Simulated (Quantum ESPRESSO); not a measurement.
Runs of Quantum ESPRESSO 7.5 on Ni. It takes space group Fm-3m (No. 225, cubic). The conventional cell has a = 3.475 Å, b = 3.475 Å, c = 3.475 Å, α = 90.00°, β = 90.00°, γ = 90.00°. Ni (site symmetry m-3m) is surrounded by 12 Ni at 2.46 Å. 

```tsv
task	level	potentials or basis	spin	U	cell	k mesh	cutoff (eV)	smearing	mixing beta	form of the LDA correlation	sweep	iterations	start of the occupations	mesh quality	gap on the mesh (eV)	pressure (GPa)	moment (μB)	V0 of scaled cells (Å³/atom)	B0 (GPa)
phonons	PBEsol	GBRV 1.5 PBEsol	collinear, ferromagnetic start	-	relaxed	13 × 13 × 13	612	methfessel-paxton 0.136 eV	0.3	-	-	-	-	not flagged	none	-0.1	0.63	-	-
equation of state	PBE+D3(BJ)	PseudoDojo 0.4.1 SR PBE standard	collinear, ferromagnetic start	-	as given	13 × 13 × 13	1333	fermi-dirac 0.05 eV	0.3	-	-	-	-	not flagged	-	-	-	(c)	215
band structure	PBEsol	GBRV 1.5 PBEsol	collinear, ferromagnetic start	-	as given	13 × 13 × 13	612	fermi-dirac 0.05 eV	0.3	-	-	-	-	not flagged	none	-2.6	0.64	-	-
equation of state	rev-vdW-DF2	PseudoDojo 0.4.1 SR PBE standard	collinear, ferromagnetic start	-	as given	13 × 13 × 13	1333	fermi-dirac 0.05 eV	0.3	-	-	-	-	not flagged	-	-	-	10.57	216
band structure	PBEsol	PseudoDojo 0.4.1 SR PBEsol standard	collinear, ferromagnetic start	-	as given	13 × 13 × 13	1333	fermi-dirac 0.05 eV	0.3	-	-	-	-	not flagged	none	-2.3	0.63	-	-
phonons	PBE	SSSP 1.3 efficiency PBE	collinear, ferromagnetic start	-	relaxed	9 × 9 × 9	748	gaussian 0.136 eV	0.3	-	-	-	-	coarse	none	0.0	0.52	-	-
equation of state	PBEsol	PseudoDojo 0.4.1 SR PBEsol standard	collinear, ferromagnetic start	-	as given	13 × 13 × 13	1333	fermi-dirac 0.05 eV	0.3	-	-	-	-	not flagged	-	-	-	10.39	230
phonons	LDA	GBRV 1.5 LDA	collinear, ferromagnetic start	-	relaxed	13 × 13 × 13	612	methfessel-paxton 0.136 eV	0.3	PZ81	-	-	-	not flagged	none	-0.3	0.62	-	-
single point	PBE	Ansatz NC SR PBE	collinear, ferromagnetic start	-	as given	4 × 4 × 4	1401	fermi-dirac 0.05 eV	0.3	-	ecutfock	-	-	coarse	none	(d)	0.59	-	-
energy-loss spectrum	LDA	GBRV 1.5 LDA	off	-	as given	10 × 10 × 10, shifted	612	gaussian 0.272 eV	0.5	PZ81	-	300	-	coarse	none	-10.8	-	-	-
phonons	AM05	GBRV 1.5 PBE	collinear, ferromagnetic start	-	relaxed	11 × 11 × 11	612	cold 0.2 eV	0.3	-	-	-	-	not flagged	none	-0.1	0.59	-	-
Hubbard U by linear response	PBE+U	GBRV 1.5 PBE	collinear, ferromagnetic start	Ni d U = 0.0001 eV	as given	10 × 10 × 10	612	cold 0.272 eV	0.3	-	-	-	default	coarse	none	(a)	(b)	-	-
```

Question: Fill in the values left out.

Answer: (a) 8.3; (b) 0.74; (c) 10.61; (d) 4.6.

Caveats: some runs use coarse meshes; the q point doesn't lie on the k mesh, which can shift a metal's frequencies strongly unless the mesh is converged (some runs); the potentials were made for another functional, which shifts forces and pressure (some runs); the mesh is thin for the phonons of a metal (some runs); the computed U isn't converged in cell size (some runs); the U is typed as a test and isn't derived for this compound (some runs).

A k mesh can miss the band edges.

A gap of «none» marks a metal or a gap under the smearing width.

Not every run made on this cell is shown here.
